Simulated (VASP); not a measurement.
# CdTe (Pm-3m) in VASP: a series of runs

One crystal, CdTe, is run at these levels: r2SCAN, LDA; tasks: single point.

Program: VASP 6.6.1. These are calculated values, not measurements. Logs are shortened: lines on timing, memory, paths and dates and some standing lists are left out, and cuts for length are marked.

## (1) The structure

It takes space group Pm-3m (No. 221, cubic). The conventional cell has a = 3.761 Å, b = 3.761 Å, c = 3.761 Å, α = 90.00°, β = 90.00°, γ = 90.00°. Around Cd (site symmetry m-3m) lie 8 Te at 3.26 Å. Around Te (site symmetry m-3m) lie 8 Cd at 3.26 Å.

The cell was built by a generator and needn't be a form met in nature.

## (2) Single point, r2SCAN

Contents of POSCAR:

```
CdTe
1.0
    3.7610754505      0.0000000000      0.0000000000
    0.0000000000      3.7610754505      0.0000000000
    0.0000000000      0.0000000000      3.7610754505
Cd Te
1 1
Direct
    0.0000000000      0.0000000000      0.0000000000
    0.5000000000      0.5000000000      0.5000000000
```

Contents of INCAR.step1:

```
PREC = Accurate
ENCUT = 520
ISMEAR = -1
SIGMA = 0.02
LREAL = F
LASPH = T
NELM = 100
NBANDS = 16
GGA = PE
ALGO = Normal
EDIFF = 1E-4
LWAVE = T
LCHARG = F
```

Contents of INCAR.step2:

```
PREC = Accurate
ENCUT = 520
EDIFF = 1E-6
ISMEAR = -1
SIGMA = 0.02
LREAL = F
LASPH = T
NELM = 100
ALGO = Normal
ISIF = 2
LWAVE = F
LCHARG = T
METAGGA = R2SCAN
LMIXTAU = T
LELF = T
LVHAR = T
NBANDS = 16
ISTART = 1
```

Contents of KPOINTS:

```
Automatic mesh
0
Gamma
  6 6 6
```

Potentials or basis: VASP PAW PBE potentials, release 64 (Cd, Te).

Run with:

```
$ cat potpaw_PBE.64/Cd/POTCAR potpaw_PBE.64/Te/POTCAR > POTCAR
$ cp INCAR.step1 INCAR
$ mpirun -np 1 vasp_std > vasp.out
$ cp INCAR.step2 INCAR
$ mpirun -np 1 vasp_std > vasp.out
```

OUTCAR:

```text
PREC = Accurate
   ENCUT = 520
   EDIFF = 1E-6
   ISMEAR = -1
   LREAL = F
   LASPH = T
   NELM = 100
   ISIF = 2
   METAGGA = R2SCAN
   ISTART = 1

 ion  position               nearest neighbor table
   1  0.000  0.000  0.000-   2 3.26   2 3.26   2 3.26   2 3.26   2 3.26   2 3.26   2 3.26   2 3.26

   2  0.500  0.500  0.500-   1 3.26   1 3.26   1 3.26   1 3.26   1 3.26   1 3.26   1 3.26   1 3.26

  LATTYP: Found a simple cubic cell.
 ALAT       =     3.7610754505

  Lattice vectors:

 A1 = (   3.7610754505,   0.0000000000,   0.0000000000)
 A2 = (   0.0000000000,   3.7610754505,   0.0000000000)
 A3 = (   0.0000000000,   0.0000000000,   3.7610754505)

Analysis of symmetry for initial positions (statically):
=====================================================================
 Subroutine PRICEL returns:
 Original cell was already a primitive cell.

 Routine SETGRP: Setting up the symmetry group for a
 simple cubic supercell.

 Subroutine GETGRP returns: Found 48 space group operations
 (whereof 48 operations were pure point group operations)
 out of a pool of 48 trial point group operations.

The static configuration has the point symmetry O_h .

Analysis of symmetry for dynamics (positions and initial velocities):
=====================================================================
 Subroutine PRICEL returns:
 Original cell was already a primitive cell.

 Routine SETGRP: Setting up the symmetry group for a
 simple cubic supercell.

 Subroutine GETGRP returns: Found 48 space group operations
 (whereof 48 operations were pure point group operations)
 out of a pool of 48 trial point group operations.

The dynamic configuration has the point symmetry O_h .

 Subroutine INISYM returns: Found 48 space group operations
 (whereof 48 operations are pure point group operations),
 and found     1 'primitive' translations

----------------------------------------------------------------------------------------

                                     Primitive cell

  volume of cell :      53.2030

  direct lattice vectors                    reciprocal lattice vectors
     3.761075450  0.000000000  0.000000000     0.265881398  0.000000000  0.000000000
     0.000000000  3.761075450  0.000000000     0.000000000  0.265881398  0.000000000
     0.000000000  0.000000000  3.761075450     0.000000000  0.000000000  0.265881398

  length of vectors
     3.761075450  3.761075450  3.761075450     0.265881398  0.265881398  0.265881398

[... 75 lines left out ...]
   EDIFF  = 0.1E-05   stopping-criterion for ELM
   LREAL  =      F    real-space projection
   EDIFFG = 0.1E-04   stopping-criterion for IOM
   NSW    =      0    number of steps for IOM
   IBRION =     -1    ionic relax: 0-MD 1-quasi-New 2-CG
   NFREE  =      0    steps in history (QN), initial steepest desc. (CG)
   ISIF   =      2    stress and relaxation
   ISYM   =      2    0-nonsym 1-usesym 2-fastsym
   POTIM  = 0.5000    time-step for ionic-motion
   TEBEG  =    0.0;   TEEND  =   0.0 temperature during run
   PSTRESS=    0.0 pullay stress
   NELECT =      18.0000    total number of electrons
   NUPDOWN=      -1.0000    fix difference up-down
   EMIN   =  10.00;   EMAX   =-10.00  energy-range for DOS
   EFERMI =   0.00;   METHOD = LEGACY
   ISMEAR =    -1;   SIGMA  =   0.02  broadening in eV -4-tet -1-fermi 0-gaus
   EFERMI_NEDOS =   21; number of points for ismear=-14 and -15
   IALGO  =     38    algorithm
   IMIX   =      4    mixing-type and parameters
     AMIX     =   0.40;   BMIX     =  1.00
     AMIX_MAG =   1.60;   BMIX_MAG =  1.00
  volume/ion in A,a.u.               =      26.60       179.52
  Fermi-wavevector in a.u.,A,eV,Ry     =   1.140741  2.155687 17.705118  1.301289
  Thomas-Fermi vector in A             =   2.277442
   LORBIT       =      0    0 simple, 1 ext, 2 COOP (PROOUT), +10 PAW based schemes
   METAGGA = R2SCAN    functional components
   LHFCALC =     F    Hartree Fock is set to
   AEXX    =    0.0000 exact exchange contribution
   IVDW    =     0    specifies the selected vdW correction
   LEPSILON=     F    determine dielectric tensor
   LRPA    =     F    only Hartree local field effects (RPA)
 non-spin polarized calculation
  energy-cutoff  :      520.00
  volume of cell :       53.20
 maximum number of plane-waves:      1472
 NGX is ok and might be reduce to    28
   NGX = 13   NGY = 13   NGZ = 13

 number of electron      17.9999993 magnetization

 Free energy of the ion-electron system (eV)
  ---------------------------------------------------
  ext. energy  EPLUGINS =         0.00000000
  ---------------------------------------------------
  free energy    TOTEN  =       -45.41183587 eV

  energy without entropy =      -45.40722916  energy(sigma->0) =      -45.40953252

 E-fermi :   4.8566     XC(G=0): -10.6651

 val. band max:        4.8548043893   @ k =   0.5000   0.3333   0.3333
 cond. band min:       4.8608353322   @ k =   0.3333   0.1667   0.0000
 fundamental gap:      0.0060309430
 Fermi energy:         4.8566110541

 k-point     1 :       0.0000    0.0000    0.0000
  band No.  band energies     occupation
      1      -7.9140      2.00000
      2      -4.1751      2.00000
      3      -4.1751      2.00000
      4      -3.9121      2.00000
      5      -3.9121      2.00000
      6      -3.9121      2.00000
[... 357 lines left out ...]
      3      -4.3001      2.00000
      4      -4.3001      2.00000
      5      -3.7845      2.00000
      6      -3.7845      2.00000
[... 8 lines left out ...]
     15      22.3727      0.00000
     16      22.3895      0.00000

------------------------ aborting loop because EDIFF is reached ----------------------------------------

  FORCE on cell =-STRESS in cart. coord.  units (eV):
  Direction    XX          YY          ZZ          XY          YZ          ZX
  --------------------------------------------------------------------------------------
  -------------------------------------------------------------------------------------
  Total        0.0538574      0.0538574      0.0538574     -0.0000000     -0.0000000      0.0000000
  in kB        1.6218842      1.6218842      1.6218842     -0.0000000     -0.0000000      0.0000000
  external PRESSURE =       1.6218842 kB  Pullay stress =       0.0000000 kB

 VOLUME and BASIS-vectors are now :
 -----------------------------------------------------------------------------
  energy-cutoff  :      520.00
  volume of cell :       53.20
      direct lattice vectors                 reciprocal lattice vectors
     3.761075450  0.000000000  0.000000000     0.265881398  0.000000000  0.000000000
     0.000000000  3.761075450  0.000000000     0.000000000  0.265881398  0.000000000
     0.000000000  0.000000000  3.761075450     0.000000000  0.000000000  0.265881398

 POSITION                                       TOTAL-FORCE (eV/Angst)
 -----------------------------------------------------------------------------------
      0.00000      0.00000      0.00000         0.000000      0.000000      0.000000
      1.88054      1.88054      1.88054         0.000000      0.000000      0.000000
 -----------------------------------------------------------------------------------
    total drift:                               -0.000000      0.000000     -0.000000

  FREE ENERGIE OF THE ION-ELECTRON SYSTEM (eV)
  ---------------------------------------------------
  free  energy   TOTEN  =       -45.4118358668 eV

  energy  without entropy=      -45.4072291640  energy(sigma->0) =      -45.40953252
```

OUTCAR.step1:

```text
PREC = Accurate
   ENCUT = 520
   ISMEAR = -1
   LREAL = F
   LASPH = T
   NELM = 100
[... 594 lines left out ...]
 -----------------------------------------------------------------------------------
      0.00000      0.00000      0.00000         0.000000      0.000000      0.000000
      1.88054      1.88054      1.88054         0.000000      0.000000      0.000000
 -----------------------------------------------------------------------------------
    total drift:                               -0.000000      0.000000     -0.000000

  FREE ENERGIE OF THE ION-ELECTRON SYSTEM (eV)
  ---------------------------------------------------
  free  energy   TOTEN  =        -3.7760660872 eV

  energy  without entropy=       -3.7737390738  energy(sigma->0) =       -3.77490258
```

OSZICAR.step1:

```text
N       E                     dE             d eps       ncg     rms          rms(c)
DAV:   1     0.935213465919E+02    0.93521E+02   -0.87794E+03   656   0.102E+03
DAV:   2    -0.985749898418E+00   -0.94507E+02   -0.89820E+02   752   0.235E+02
DAV:   3    -0.392173343602E+01   -0.29360E+01   -0.29295E+01   808   0.420E+01
DAV:   4    -0.393979883331E+01   -0.18065E-01   -0.18064E-01   848   0.305E+00
DAV:   5    -0.394010594828E+01   -0.30711E-03   -0.30711E-03   816   0.345E-01    0.609E+00
DAV:   6    -0.378159533133E+01    0.15851E+00   -0.24006E-01   688   0.593E+00    0.444E+00
DAV:   7    -0.377669074649E+01    0.49046E-02   -0.31145E-02   760   0.140E+00    0.172E+00
DAV:   8    -0.377603732622E+01    0.65342E-03   -0.24222E-03   720   0.530E-01    0.189E-01
DAV:   9    -0.377606608721E+01   -0.28761E-04   -0.17378E-04   760   0.930E-02
   1 F= -.37760661E+01 E0= -.37749026E+01  d E =-.232701E-02
```

Wall time 28 s (1 thread of Intel Xeon 6975P-C (Granite Rapids), shared host); peak memory 0.16 GiB.

What came out:

* Free energy: -45.4118 eV
* Pressure: 0.2 GPa
* Band gap on the k mesh: none (metal or under the smearing width)

Caveat: the PAW data sets were made with another functional, which shifts forces and pressure a little.

## (3) Single point, LDA

Contents of INCAR:

```
  ALGO = Normal
  EDIFF = 1E-7
  ENCUT = 520
  ISIF = 2
  ISMEAR = -1
  LASPH = T
  LCHARG = T
  LELF = T
  LREAL = F
  LVHAR = T
  LWAVE = F
  NBANDS = 16
  NELM = 100
  PREC = Accurate
  SIGMA = 0.02
```

Contents of KPOINTS:

```
k-points
0
Gamma
  6 6 6
```

POSCAR is that of step 2.

Potentials or basis: VASP PAW LDA potentials, release 64 (Cd, Te).

Run with:

```
$ cat potpaw_LDA.64/Cd/POTCAR potpaw_LDA.64/Te/POTCAR > POTCAR
$ mpirun -np 1 vasp_std > vasp.out
```

Run time: 9.1 s. Hardware: 1 thread of Intel Xeon 6975P-C (Granite Rapids), shared host; peak memory 0.13 GiB.

Results (log left out):

| Item | Value |
| --- | --- |
| Free energy | -5.1029 eV |
| Pressure | -4.0 GPa |
| Band gap on the k mesh | none (metal or under the smearing width) |

Levels at points of the mesh, in eV from the Fermi level:
```
           k point  band 5  band 6  band 7  band 8  band 9  band 10  band 11  band 12  band 13  band 14
(0.00, 0.00, 0.00)   -8.28   -8.28   -1.31   -1.06   -1.06    -1.06     4.88     4.88     9.32     9.32
(0.50, 0.00, 0.00)   -8.44   -8.28   -6.03    0.32    0.32     2.73     3.30     5.26     5.26     5.80
(0.50, 0.50, 0.00)   -8.15   -7.89   -4.37   -4.37   -2.17     0.60     6.41     6.41     7.20     7.74
(0.50, 0.50, 0.50)   -8.14   -8.14   -2.31   -2.31   -2.31     0.20     0.81     0.81     0.81    16.24
```
